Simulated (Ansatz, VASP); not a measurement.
# NaF (Villiaumite) in two plane-wave programs

One calculation is typed for both programs; each brings its own data sets and cutoff. How far apart do they land?

Program: Ansatz 0.2.0. Level of theory: plane waves, with VASP 6.6.1 beside it; single point at HSE06. Results are calculated unless marked as measured.

**1. Set-up**

The structure is cubic, space group Fm-3m (No. 225). The conventional cell has a = 4.640 Å, b = 4.640 Å, c = 4.640 Å, α = 90.00°, β = 90.00°, γ = 90.00°. Nearest to Na lie 6 F at 2.32 Å. F has 6 Na at 2.32 Å nearest. Farther neighbours and most contacts between anions are not listed.

As a file:

```cif
data_structure
_symmetry_space_group_name_H-M 'P 1'
_symmetry_Int_Tables_number 1
_cell_length_a 3.2810
_cell_length_b 3.2810
_cell_length_c 3.2810
_cell_angle_alpha 60.000
_cell_angle_beta 60.000
_cell_angle_gamma 60.000
_cell_volume 24.97
loop_
_atom_site_label
_atom_site_type_symbol
_atom_site_fract_x
_atom_site_fract_y
_atom_site_fract_z
_atom_site_occupancy
Na1 Na 0.00000 0.00000 0.00000 1
F2 F 0.50000 0.50000 0.50000 1
```

**2. Ansatz: single point, HSE06**

Ansatz runs on its default PAW (the set named soft_2) files.

A single point gives forces, pressure and levels at one fixed geometry, so differences don't come from the geometry; what else differs is listed under the comparison.

The input, input.yaml:

```yaml
crystal:
  lattice:
    - [0.0, 2.32, 2.32]
    - [2.32, 0.0, 2.32]
    - [2.32, 2.32, 0.0]
  atoms:
    - { symbol: Na, position: [0.0, 0.0, 0.0] }
    - { symbol: F, position: [0.5, 0.5, 0.5] }
hamiltonian:
  xc: { exchange: pbe, correlation: pbe, exx: { coeff: 0.25, omega: 0.2 } }
  pseudopotentials: { kind: paw }
kpoints:
  mp_grid: { grid: [4, 4, 4] }
scf:
  occupations: { method: gaussian, width: 0.01 }
  n_extra_bands: 4
output:
  forces: true
  stress: true
  eigenvalues: true
```

Command:

```bash
$ ansatz run input.yaml --threads 4 --pin off --max-ram 9216MiB --backend cpu --events-out ev --progress --plain --runs-dir out
```

Numbers of over 12 decimals in the logs are rounded to 6 here.

The log of the run:

```text
Warning: output.stress: scf.convergence.dr2_threshold = 1e-7 eV (the SCF's general default) is looser than the 2e-10 eV advised for a printed stress (1e-10 eV for each atom of the cell: 2). What an SCF threshold leaves in a stress goes as its square root, and in the free energy as the threshold itself, and one threshold admits the most on a small cell: [figures from the program's tests cut] Set scf.convergence.dr2_threshold to 2e-10 eV or tighter. The threshold is an SCF's pass mark: one that does not reach it within its budget of iterations ends unconverged, or closes short of it on a stop that the run arms, and scf.convergence.dr2_threshold's page says what that costs each kind of run
Warning: output.stress: scf.exx.energy_threshold = 1e-6 eV is looser than the 2e-8 eV advised for a stress under a hybrid functional (1e-8 eV for each atom of the cell: 2). Every SCF of the exchange loop can meet its threshold on dr2 while the loop round them stops early: no threshold on dr2 bounds what that leaves in the stress. Set scf.exx.energy_threshold to 2e-8 eV or tighter. The threshold is the loop's pass mark: a loop that does not reach it within its budget of cycles ends unconverged, and scf.exx.energy_threshold's page has the law
scf.n_extra_bands = 4 over 8 filled bands (N_el = 16.0): the run solves 12 bands
Engine: ansatz 0.2.0, x86_64-unknown-linux-gnu
Pseudopotentials: kind: paw
Pseudopotential: Na, paw, valence charge 9, recommended cutoff 420 eV (normal), Na.paw.azcp
Pseudopotential: F, paw, valence charge 7, recommended cutoff 420 eV (normal), F.paw.azcp
Functional definition: unnamed
  parameter a_1 = 0.25
  parameter omega_1 = 0.2/angstrom
  exchange = pbe_x + (-a_1)*pbe_x_sr(omega_1) + a_1*exact_x_sr(omega_1)
  correlation = pbe_c
Crystal: 2 atoms, lattice volume = 24.974 Å³
Basis set: ecut = 420 eV, 531 PW (Γ), exchange–correlation on 48×48×48 points (8 copies of the dense FFT grid, shifted against one another)
Bands: 12, of which v1, the nominal top of the filled ones, is band 8 counted from 1 (7 counted from 0)
Symmetry: 48 space group operations
Space group: Fm-3m (ITA 225), of the structure as read, at distance tolerance 2.9e-5 Å
k-points: 8 of 64
Non-local potential: Na, projectors of the file, l = 0: 3, l = 1: 2, l = 2: 1
Non-local potential: F, projectors of the file, l = 0: 2, l = 1: 2, l = 2: 1
PAW form: soft (Blöchl's): semilocal exchange-correlation on the pseudo side does not see the compensation charge
PAW frozen core: Na, regenerated for the run's functional, and the local potential with it (the file was generated under x = pbe(κ = 0.804, μ = 0.219515), c = pbe(β = 0.066725))
PAW frozen core: F, regenerated for the run's functional, and the local potential with it (the file was generated under x = pbe(κ = 0.804, μ = 0.219515), c = pbe(β = 0.066725))
PAW one-centre angular grid: Na, 110 points (default); XC on 96 Gauss nodes
PAW one-centre angular grid: F, 110 points (default); XC on 64 Gauss nodes
Initial density: superposition of atomic densities (neutral atoms: chi_scale 0, normalization atom), corrected by the library's trained network
Initial wavefunctions: pseudopotential atomic-orbital guess
Functional: x = pbe(κ = 0.804, μ = 0.219515), c = pbe(β = 0.066725), warm-up for x = pbe(κ = 0.804, μ = 0.219515) + 0.25 (exact − pbe) at short range (hse, ω = 0.2 Å⁻¹), c = pbe(β = 0.066725)
SCF iter   1: F=—  HF=-2297.423798 eV  |F-HF|=—  |Δ(HF+E_count)|=         —  Δρ=5.22e-4  dr2=2.07e-5  ethr=1.77e-3  ⟨swp⟩=2.1  Hψ=630  notcnv=0
preconditioner: auto → none  [insulator: Δε(μ)=6.286 eV  Ē_g=26.457 eV  σ=0.010 eV  W_gap=1.00  n_scr=8 (ndim 8)  ℏωp=27.8 eV  f_vac=0.108  D(μ)=0.00/eV (n_scr^D=0)]
SCF iter   2: F=-2297.423934 eV  HF=-2297.423901 eV  |F-HF|=3.30e-5  |Δ(HF+E_count)|=   1.03e-4  Δρ=2.20e-4  dr2=6.04e-6  ethr=1.29e-7  ⟨swp⟩=4.1  Hψ=271  notcnv=0
SCF 1 stopped early in 2 iterations: F = -2297.423934 eV  dr2 = 6.04e-6
  greatest PAW one-centre occupation: 0.999 electrons in one spin orbital (limit 2), on the Na atom at site 0 (counted from 0), in its partial waves of l = 0
Initial density: handed on by an earlier stage of this run
Initial wavefunctions: those handed on with the density
Functional: x = pbe(κ = 0.804, μ = 0.219515) + 0.25 (exact − pbe) at short range (hse, ω = 0.2 Å⁻¹), c = pbe(β = 0.066725)
Exchange kernel: α = 0.2500, screened, ω = 0.2000 Å⁻¹, Wigner–Seitz truncation, v(0) = 1046.4731 eV·Å³, q-mesh 4×4×4, nearest image of the exchange supercell L = 13.12 Å, pair-density grid 15×15×15, without the augmentation charges, whose exchange is taken in its separable form by FFT convolution over the k-point mesh (sized by the pseudopotential files, 18×18×18 at the most), smooth part of the exact exchange by density-matrix convolution
Frozen-core exchange: fock
SCF iter   1: F=—  HF=-2297.442209 eV  |F-HF|=—  |Δ(HF+E_count)|=         —  Δρ=9.21e-3  dr2=1.94e-2  ethr=3.77e-7  ⟨swp⟩=5.1  Hψ=428  notcnv=0
preconditioner: auto → none  [insulator: Δε(μ)=8.586 eV  Ē_g=29.760 eV  σ=0.010 eV  W_gap=1.00  n_scr=8 (ndim 8)  ℏωp=27.8 eV  f_vac=0.108  D(μ)=0.00/eV (n_scr^D=0)]
SCF iter   2: F=—  HF=-2297.435769 eV  |F-HF|=—  |Δ(HF+E_count)|=   6.44e-3  Δρ=5.28e-3  dr2=2.21e-3  ethr=3.77e-7  ⟨swp⟩=4.2  Hψ=343  notcnv=0
SCF iter   3: F=—  HF=-2297.438090 eV  |F-HF|=—  |Δ(HF+E_count)|=   2.32e-3  Δρ=1.95e-3  dr2=6.97e-4  ethr=3.77e-7  ⟨swp⟩=4.0  Hψ=294  notcnv=0
SCF iter   4: F=—  HF=-2297.437863 eV  |F-HF|=—  |Δ(HF+E_count)|=   2.28e-4  Δρ=6.11e-4  dr2=8.38e-5  ethr=3.77e-7  ⟨swp⟩=3.0  Hψ=255  notcnv=0
iter 5 solved again at ethr=4.63e-9 eV; its pass at ethr=3.62e-7 eV (dr2=7.42e-7 eV) is discarded
SCF iter   5: F=—  HF=-2297.437845 eV  |F-HF|=—  |Δ(HF+E_count)|=   1.75e-5  Δρ=8.97e-5  dr2=1.23e-5  ethr=4.63e-9  ⟨swp⟩=3.0  Hψ=366  notcnv=0
eigensolver tolerance schedule calibrated: the retry pair's looser diagonalisation under-reported the residual by θ = 0.20 (0.11/decade); ethr = c·dr2/N_el runs at the constant in force after the calibration composes with the one it found (an armed cap, an earlier calibration), c = 8.8e-2
SCF iter   6: F=—  HF=-2297.437920 eV  |F-HF|=—  |Δ(HF+E_count)|=   7.49e-5  Δρ=3.72e-4  dr2=2.23e-5  ethr=4.63e-9  ⟨swp⟩=4.0  Hψ=246  notcnv=0
SCF iter   7: F=-2297.437913 eV  HF=-2297.437913 eV  |F-HF|=6.79e-7  |Δ(HF+E_count)|=   7.30e-6  Δρ=4.78e-6  dr2=4.45e-7  ethr=4.63e-9  ⟨swp⟩=4.0  Hψ=224  notcnv=0
SCF 2 stopped early in 7 iterations: F = -2297.437913 eV  dr2 = 4.45e-7
hybrid outer 1: dexx = +3.361e-3 eV, tail = 8.61e-6 eV
Exchange kernel: α = 0.2500, screened, ω = 0.2000 Å⁻¹, Wigner–Seitz truncation, v(0) = 1046.4731 eV·Å³, q-mesh 4×4×4, nearest image of the exchange supercell L = 13.12 Å, pair-density grid 15×15×15, without the augmentation charges, whose exchange is taken in its separable form by FFT convolution over the k-point mesh (sized by the pseudopotential files, 18×18×18 at the most), smooth part of the exact exchange by density-matrix convolution
Frozen-core exchange: fock
SCF iter   1: F=—  HF=-2297.437979 eV  |F-HF|=—  |Δ(HF+E_count)|=         —  Δρ=9.56e-5  dr2=1.69e-6  ethr=2.69e-7  ⟨swp⟩=3.0  Hψ=211  notcnv=0
preconditioner: auto → none  [insulator: Δε(μ)=8.485 eV  Ē_g=29.657 eV  σ=0.010 eV  W_gap=1.00  n_scr=8 (ndim 8)  ℏωp=27.8 eV  f_vac=0.146  D(μ)=0.00/eV (n_scr^D=0)]
SCF iter   2: F=—  HF=-2297.437978 eV  |F-HF|=—  |Δ(HF+E_count)|=   6.35e-7  Δρ=1.98e-5  dr2=3.85e-8  ethr=8.52e-9  ⟨swp⟩=3.0  Hψ=217  notcnv=0
SCF iter   3: F=-2297.437979 eV  HF=-2297.437979 eV  |F-HF|=1.09e-8  |Δ(HF+E_count)|=   1.14e-7  Δρ=7.89e-6  dr2=6.75e-9  ethr=1.24e-10  ⟨swp⟩=3.1  Hψ=239  notcnv=0
SCF 3 converged in 3 iterations: F = -2297.437979 eV  dr2 = 6.75e-9
  Residual-converged pass: ⟨swp⟩=2.5  Hψ=165  notcnv=0  max |occ|·‖R‖ = 2.3e-6 eV (tolerance 2.4e-6 eV)  dr2=6.75e-9  dr2_onsite=6.45e-9  max |Δocc| = 0.0e0
hybrid outer 2: dexx = +1.259e-7 eV, tail = 3.03e-8 eV, Δε = 2.24e-3 eV (about 1.65e-4 eV left of the loop's levels)
hybrid SCF converged: 2 outer / 10 inner (+2 warm-up), last move |dexx| = 1.26e-7 eV, tail = 3.03e-8 eV
Stability not checked: this state was not tested for a lower state beside it, because the functional holds exact exchange (a hybrid, or Hartree-Fock), whose exchange loop this test does not read (fock_operator; see scf.lower_state_search)
Free energy (F): -2297.437979 eV
Frozen-core exchange: fock
Harris-Foulkes:  -2297.437979 eV  (|F-HF|=1.09e-8)
Internal energy: -2297.437979 eV  (E = F + TS)
E sigma→0 (E₀):  -2297.437979 eV
Fermi energy:    3.532766 eV
--- Per-component energies (eV) ---
  E_band       = -278.709534
  E_kinetic    = 331.545956
  E_local      = -1698.743488  (includes V_loc(G=0)·N_el)
  E_nonlocal   = 187.477043
  E_hartree    = 604.492186
  E_xc         = -96.289079
  E_vxc        = -122.481934  (∫ρ·V_xc dr)
  E_exx        = -70.123849  (= α·E_x^exact, valence–valence)
  E_paw        = -417.823724  (= ΣΔE_a)
  E_vpaw       = -45.248027  (= ΣTr[D̂ρ^β])
  E_aug_tail   = 0.002004  (compensation charges beyond the density's cutoff)
  E_ewald      = -1137.910901
  E_core_change = -0.064125  (= ΣΔE_core)
  E_smearing   = -0.000000  (= −TS)
  E_closure    = 0.000000  (closes the sum)
  Σ components = -2297.437979   (vs F -2297.437979, Δ=0.00e0)
--- Forces (eV/Å), atoms counted from 1 ---
  atom   1  Na    -0.00000000     0.00000000     0.00000000
  atom   2  F      0.00000000     0.00000000    -0.00000000
  max |Σ_I F_I| component: 3.41e-29 eV/Å
--- Stress (GPa, compression-positive) ---
       -0.059028       0.000000       0.000000
        0.000000      -0.059028       0.000000
       -0.000000      -0.000000      -0.059028
  P = ⅓ Tr σ = -0.0590 GPa (-0.590 kbar)
--- Band table (eV; the first three rows and the last of 8) ---
  k-point 0: bands = [... 4 lower, -21.0179, -0.7089, -0.7089, -0.7089, 7.7744, 20.5912, 20.5912, 20.5912]
  k-point 1: bands = [... 4 lower, -20.5815, -1.5954, -0.8433, -0.8433, 9.6628, 16.7231, 21.4067, 21.4067]
  k-point 2: bands = [... 4 lower, -20.3164, -2.3146, -0.9749, -0.9749, 12.2989, 14.1272, 21.8300, 21.8300]
  k-point 7: bands = [... 4 lower, -20.6273, -1.6077, -1.6077, -1.2972, 14.7948, 14.7948, 16.9669, 18.6342]
```

Run time: 2.1 s. Hardware: 4 threads of AMD EPYC 7B13 (Zen 3), shared host; peak memory 0.45 GiB.

Reading the cycles: dr2 is the Hartree energy of the density residual (eV), the measure of convergence; HF is the Harris–Foulkes estimate of the energy, which meets the free energy F at convergence.

The run ends at a pressure of -0.06 GPa.

**3. VASP: single point, HSE06**

The same cell, functional, mesh and smearing now go to VASP, with its own data sets and cutoff.

Lines of VASP's logs that name or quote its potential files are left out, and so is its time.

The run reads the wave functions of an earlier VASP run, which isn't shown here.

The input, INCAR:

```
SYSTEM = NaF
PREC = Accurate
ENCUT = 520
EDIFF = 1E-08
NELM = 100
ISMEAR = 0
SIGMA = 0.01
LREAL = .FALSE.
ALGO = Normal
LHFCALC = .TRUE.
AEXX = 0.25
GGA = PE
HFSCREEN = 0.2
LASPH = .TRUE.
NBANDS = 14
PRECFOCK = Fast
LORBIT = 11
LWAVE = .TRUE.
LCHARG = .FALSE.
KPAR = 8
```

The input, POSCAR:

```
NaF
1.0
    0.0000000000      2.3200000000      2.3200000000
    2.3200000000      0.0000000000      2.3200000000
    2.3200000000      2.3200000000      0.0000000000
Na F
1 1
Direct
    0.0000000000      0.0000000000      0.0000000000
    0.5000000000      0.5000000000      0.5000000000
```

The input, KPOINTS:

```
Automatic mesh
0
Gamma
4 4 4
0 0 0
```

PAW data sets: Na_sv_GW and F_GW (PBE family, release 64).

Command:

```bash
$ mpirun -np 8 vasp_std
```

The log of the run:

```text
[banner, memory and clock lines left out]
running    8 mpi-ranks, on    1 nodes
 distrk:  each k-point on    1 cores,    8 groups
 distr:  one band on    1 cores,    1 groups

 POSCAR found type information on POSCAR NaF
 POSCAR found :  2 types and       2 ions
|                                                                             |
|           W    W    AA    RRRRR   N    N  II  N    N   GGGG   !!!           |
|           W    W   A  A   R    R  NN   N  II  NN   N  G    G  !!!           |
|           W    W  A    A  R    R  N N  N  II  N N  N  G       !!!           |
|           W WW W  AAAAAA  RRRRR   N  N N  II  N  N N  G  GGG   !            |
|           WW  WW  A    A  R   R   N   NN  II  N   NN  G    G                |
|           W    W  A    A  R    R  N    N  II  N    N   GGGG   !!!           |
|                                                                             |
|     For optimal performance we recommend to set                             |
|       NCORE = 2 up to number-of-cores-per-socket                            |
|     NCORE specifies how many cores store one orbital (NPAR=cpu/NCORE).      |
|     This setting can greatly improve the performance of VASP for DFT.       |
|     The default, NCORE=1 might be grossly inefficient on modern             |
|     multi-core architectures or massively parallel machines. Do your        |
|     Unfortunately you need to use the default for GW and RPA                |
|     calculations (for HF NCORE is supported but not extensively tested      |
|     yet).                                                                   |
|                                                                             |

 LDA part: xc-table for (Slater+PW92), standard interpolation
 found WAVECAR, reading the header
 POSCAR, INCAR and KPOINTS ok, starting setup
 FFT: planning ... GRIDC
 FFT: planning ... GRID_SOFT
 FFT: planning ... GRID
 reading WAVECAR
 the WAVECAR file was read successfully
 initial charge from wavefunction
 entering main loop
       N       E                     dE             d eps       ncg     rms          rms(c)
DAV:   1    -0.123887840764E+02   -0.12389E+02   -0.14816E-01   232   0.601E+00    0.431E-01
DAV:   2    -0.123869398148E+02    0.18443E-02   -0.73008E-03   248   0.125E+00    0.240E-01
DAV:   3    -0.123862130887E+02    0.72673E-03   -0.18112E-03   272   0.577E-01    0.167E-01
DAV:   4    -0.123860849601E+02    0.12813E-03   -0.96003E-05   266   0.207E-01    0.100E-01
DAV:   5    -0.123860215656E+02    0.63394E-04   -0.44633E-05   224   0.978E-02    0.520E-02
DAV:   6    -0.123860047041E+02    0.16862E-04   -0.87799E-06   242   0.439E-02    0.290E-02
DAV:   7    -0.123859991725E+02    0.55316E-05   -0.21670E-06   264   0.311E-02    0.173E-02
DAV:   8    -0.123859979158E+02    0.12566E-05   -0.10294E-06   256   0.181E-02    0.106E-02
DAV:   9    -0.123859976587E+02    0.25708E-06   -0.38093E-07   240   0.988E-03    0.633E-03
DAV:  10    -0.123859976873E+02   -0.28594E-07   -0.14983E-07   224   0.601E-03    0.376E-03
DAV:  11    -0.123859977252E+02   -0.37830E-07   -0.61404E-08   232   0.385E-03    0.225E-03
DAV:  12    -0.123859977404E+02   -0.15266E-07   -0.25977E-08   224   0.245E-03    0.137E-03
DAV:  13    -0.123859977478E+02   -0.74037E-08   -0.10907E-08   208   0.153E-03
   1 F= -.12385998E+02 E0= -.12385998E+02  d E =0.000000E+00
 writing wavefunctions
```

Parts of OUTCAR (step 3):

```text
ion  position               nearest neighbor table
   1  0.000  0.000  0.000-   2 2.32   2 2.32   2 2.32   2 2.32   2 2.32   2 2.32
   2  0.500  0.500  0.500-   1 2.32   1 2.32   1 2.32   1 2.32   1 2.32   1 2.32

  LATTYP: Found a face centered cubic cell.
 ALAT       =     4.6400000000

 Subroutine GETGRP returns: Found 48 space group operations
 (whereof 48 operations were pure point group operations)

The static configuration has the point symmetry O_h .

 Found      8 irreducible k-points:

   k-points           NKPTS =      8   k-points in BZ     NKDIM =     64   number of bands    NBANDS=     14

   dimension x,y,z NGX =    24 NGY =   24 NGZ =   24
   dimension x,y,z NGXF=    48 NGYF=   48 NGZF=   48

   ENCUT  =  520.0 eV  38.22 Ry    6.18 a.u.   6.10  6.10  6.10*2*pi/ulx,y,z

   NELECT =      16.0000    total number of electrons

 k-points in reciprocal lattice and weights: Automatic mesh
   0.00000000  0.00000000  0.00000000       0.016
   0.25000000  0.00000000  0.00000000       0.125
   0.50000000  0.00000000  0.00000000       0.062
   0.25000000  0.25000000  0.00000000       0.094
   0.50000000  0.25000000  0.00000000       0.375
  -0.25000000  0.25000000  0.00000000       0.188
   0.50000000  0.50000000  0.00000000       0.047
  -0.25000000  0.50000000  0.25000000       0.094

  exchange ACFDT corr.  =         0.00000000  see jH, gK, PRB 81, 115126

 average (electrostatic) potential at core
       1 -48.6663       2-105.3945

 E-fermi :  -3.3306

 k-point     1 :       0.0000    0.0000    0.0000
  band No.  band energies     occupation
    ...
      4     -23.9037      2.00000
      5     -23.9037      2.00000
      6      -3.5386      2.00000
      7      -3.5386      2.00000
      8      -3.5383      2.00000
      9       4.9766      0.00000
     10      17.7527      0.00000
     11      17.7527      0.00000
     12      17.7527      0.00000
     13      20.4524      0.00000
    ...

 k-point     2 :       0.2500    0.0000    0.0000
  band No.  band energies     occupation
    ...
      4     -23.9091      2.00000
      5     -23.4429      2.00000
      6      -4.4247      2.00000
      7      -3.6753      2.00000
      8      -3.6751      2.00000
      9       6.8558      0.00000
     10      13.8999      0.00000
     11      18.5764      0.00000
     12      18.5764      0.00000
     13      21.7284      0.00000
    ...

 k-point     3 :       0.5000    0.0000    0.0000
  band No.  band energies     occupation
    ...
      4     -23.9140      2.00000
      5     -23.1725      2.00000
      6      -5.1434      2.00000
      7      -3.8055      2.00000
      8      -3.8052      2.00000
      9       9.4634      0.00000
     10      11.3315      0.00000
     11      19.0153      0.00000
     12      19.0154      0.00000
     13      21.9136      0.00000
    ...

  energy-cutoff  :      520.00
  volume of cell :       24.97
      direct lattice vectors                 reciprocal lattice vectors
     0.000000000  2.320000000  2.320000000    -0.215517241  0.215517241  0.215517241
     2.320000000  0.000000000  2.320000000     0.215517241 -0.215517241  0.215517241
     2.320000000  2.320000000  0.000000000     0.215517241  0.215517241 -0.215517241

 POSITION                                       TOTAL-FORCE (eV/Angst)
 -----------------------------------------------------------------------------------
      0.00000      0.00000      0.00000        -0.000000      0.000000      0.000000
      2.32000      2.32000      2.32000         0.000000     -0.000000     -0.000000
 -----------------------------------------------------------------------------------
    total drift:                               -0.000001     -0.000001     -0.000001

  FREE ENERGIE OF THE ION-ELECTRON SYSTEM (eV)
  ---------------------------------------------------
  free  energy   TOTEN  =       -12.3859977478 eV

  energy  without entropy=      -12.3859977478  energy(sigma->0) =      -12.38599775

 total charge
# of ion       s       p       d       tot
------------------------------------------
    1        2.006   6.005   0.028   8.039
    2        1.686   4.201   0.000   5.887
--------------------------------------------------
tot          3.692  10.206   0.028  13.926

[... 3 further parts left out ...]
```

**4. Comparison**

Known differences besides the potentials themselves: exact exchange at q = 0 is treated differently, which shows on coarse meshes; VASP keeps PBE cores, Ansatz makes them for the functional; the cutoff is 420 eV in Ansatz and 520 eV in VASP; VASP takes a coarser grid for exact exchange (PRECFOCK = Fast). Total energies have different zeros and are not compared.

The two programs side by side:

| quantity | Ansatz | VASP | difference |
| --- | --- | --- | --- |
| gap on the k mesh (eV) | 8.483 | 8.515 | -0.032 |

A gap on the mesh is an upper bound, since the band edges may lie between its points.

**5. Summary of results**

| Property | Result |
| --- | --- |
| difference in gap on the k mesh (single point, HSE06) | -0.032 eV |

In words: The difference in gap on the k mesh is -0.032 eV (single point, HSE06), within the 0.08 eV picked in this series as the mark of a large difference. How closely two codes agree says nothing of how well the functional describes the real material.

[Lines on the potential files, build, host, timing and source positions are cut from VASP's logs without a mark.]

[Logs are printed without paths, hosts, clocks, repeated set-up lines and the standing remarks that a program may print on its own settings, such as how far it seeks lower states.]

[Hosts, paths, dates, database ids (printed as entryN), source tags and the programs' standing remarks are cut or masked in the printed files.]
